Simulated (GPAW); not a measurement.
A run of GPAW 26.7.0:

File run.py:

```python
from ase import Atoms
from ase.dft.bandgap import bandgap
from ase.io import write
from ase.units import GPa
from gpaw import GPAW, PW

atoms = Atoms(['Cu', 'O'],
              cell=[[0.0, 2.32725273, 2.32725273],
                    [2.32725273, 0.0, 2.32725273],
                    [2.32725273, 2.32725273, 0.0]],
              scaled_positions=[[0.0, 0.0, 0.0],
                                [0.25, 0.25, 0.25]],
              pbc=True)

calc = GPAW(mode=PW(800),
            xc='PBE',
            kpts={'size': (10, 10, 10), 'gamma': True},
            occupations={'name': 'fermi-dirac', 'width': 0.05},
            setups={'Cu': ':d,8.0'},
            nbands=19,
            convergence={'density': 1e-05, 'energy': 1e-05},
            maxiter=150,
            txt='gpaw.txt')
atoms.calc = calc
energy = atoms.get_potential_energy()
forces = atoms.get_forces()
stress = atoms.get_stress()
calc.write('gs.gpw')
write('result.traj', atoms)
print(f'Energy: {energy:.6f} eV')
print('Forces (eV/A):')
print(forces.round(4))
print('Stress (GPa):', (stress / GPa).round(3))
print('Fermi level:', round(calc.get_fermi_level(), 4), 'eV')
print(f'Gap: {bandgap(calc)[0]:.4f} eV, direct: {bandgap(calc, direct=True)[0]:.4f} eV')

path = atoms.cell.bandpath('GXWKGLUWLK,UX', npoints=80, eps=1e-4)
bs_calc = calc.fixed_density(kpts=path, symmetry='off', nbands=28,
                             convergence={'bands': 'CBM+6.0', 'eigenstates': 1e-6}, txt='bands.txt')
bs = bs_calc.band_structure()
bs.write('bs.json')
print(f'Gap on the path: {bandgap(bs_calc)[0]:.4f} eV')
```

Potentials or basis: GPAW PAW data sets (gpaw-data 1.2.1), pw.

Launch:

```console
$ OMP_NUM_THREADS=1 python run.py
```

Hardware: 1 thread of Arm Neoverse V2, on a shared host.

Estimate the wall time of this run.

Run time: 44 s on 1 thread of Arm Neoverse V2, on a shared host, peak memory 0.26 GiB. Counts: scf iterations 15, plane waves 1308, bands 19, k points 47.
